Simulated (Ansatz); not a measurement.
# GaP: band gap under strain

Aim: follow the gap of zincblende GaP through these states: +5.0 % strain along z alone; -4.0 % strain along x alone; -1.5 % equal strain in all directions. The table at the end shows which levels were run.

The runs shown are made with Ansatz 0.2.0. PAW datasets, plane waves. (Simulation; spin polarisation is off.)

## 1. The structure to begin with

The unstrained cell was relaxed with r2SCAN; in each strained cell the atoms were relaxed again with r2SCAN. Names of k-points are those of the unstrained zone, where strain can split equivalent points. First state: +5.0 % strain along z alone.

The symmetry is I-4m2 (No. 119, tetragonal); conventional cell a = 3.854 Å, c = 5.723 Å, 21.26 Å³ an atom. Around Ga lie 4 P at 2.40 Å; around P lie 4 Ga at 2.40 Å.

As a file:

```
CELL_PARAMETERS angstrom
0.00000 2.72540 2.86167
2.72540 0.00000 2.86167
2.72540 2.72540 0.00000
ATOMIC_POSITIONS crystal
Ga 0.00000 0.00000 0.00000
P 0.25000 0.25000 0.25000
```

From earlier runs on the unstrained cell: PBE 1.59 eV, r2SCAN 1.84 eV, HSE06 2.26 eV, G0W0 2.10 eV (on its mesh); a = 5.451 Å.

## 2. +5.0 % strain along z alone: PBE

File input.yaml:

```yaml
crystal:
  lattice:
    - [0.0, 2.7253992947, 2.8616692594]
    - [2.7253992947, 0.0, 2.8616692594]
    - [2.7253992947, 2.7253992947, 0.0]
  atoms:
    - { symbol: Ga, position: [0.0, 0.0, 0.0] }
    - { symbol: P, position: [0.25, 0.25, 0.25] }
kpoints:
  mp_grid: { grid: [8, 8, 8] }
  band_path:
    path:
      - [0.0, 0.0, 0.0]
      - [-0.5, -0.5, 0.0]
      - [-0.375, -0.375, 0.25]
      - [-0.375, 0.0, 0.375]
      - [0.0, 0.0, 0.5]
      - [-0.5, -0.25, 0.25]
    npoints: 1
hamiltonian:
  xc: pbe
scf:
  occupations: { method: fermi_dirac, width: 0.02 }
  n_extra_bands: 4
output:
  forces: true
  stress: true
  eigenvalues: true
```

Command:

```console
$ ansatz run input.yaml --threads 4 --pin off --max-ram 4608MiB --backend cpu --events-out ev --progress --plain --runs-dir out
```

Further steps of the session: +5.0 % strain along z alone: r2SCAN; +5.0 % strain along z alone: HSE06; +5.0 % strain along z alone: G0W0@PBE; -4.0 % strain along x alone: PBE; -4.0 % strain along x alone: r2SCAN; -4.0 % strain along x alone: HSE06; -4.0 % strain along x alone: G0W0@PBE; -1.5 % equal strain in all directions: PBE; -1.5 % equal strain in all directions: r2SCAN; -1.5 % equal strain in all directions: HSE06; -1.5 % equal strain in all directions: G0W0@PBE.

**Question.** What will these runs give?

**Answer**, as computed:

Least gap in eV (negative: overlap), with the change from the unstrained cell in brackets. G0W0 is on its own coarse mesh.

```
                                state  volume change (%)           PBE        r2SCAN         HSE06          G0W0
          +5.0 % strain along z alone               +5.0  1.31 (-0.28)  1.72 (-0.12)  2.18 (-0.08)  1.95 (-0.15)
          -4.0 % strain along x alone               -4.0  1.13 (-0.46)  1.36 (-0.48)  1.79 (-0.47)  1.69 (-0.41)
-1.5 % equal strain in all directions               -4.4  1.51 (-0.08)  1.76 (-0.08)  2.17 (-0.09)  2.03 (-0.07)
```

The largest move of the HSE06 gap in the table is -0.473 eV, under -4.0 % strain along x alone. PBE and HSE06 differ by 0.67 eV on the unstrained gap, and by at most 0.20 eV on its change: PBE follows the response to strain far better than the gap itself. The G0W0 figures hold for the stated bands, cutoff and mesh and aren't extrapolated.
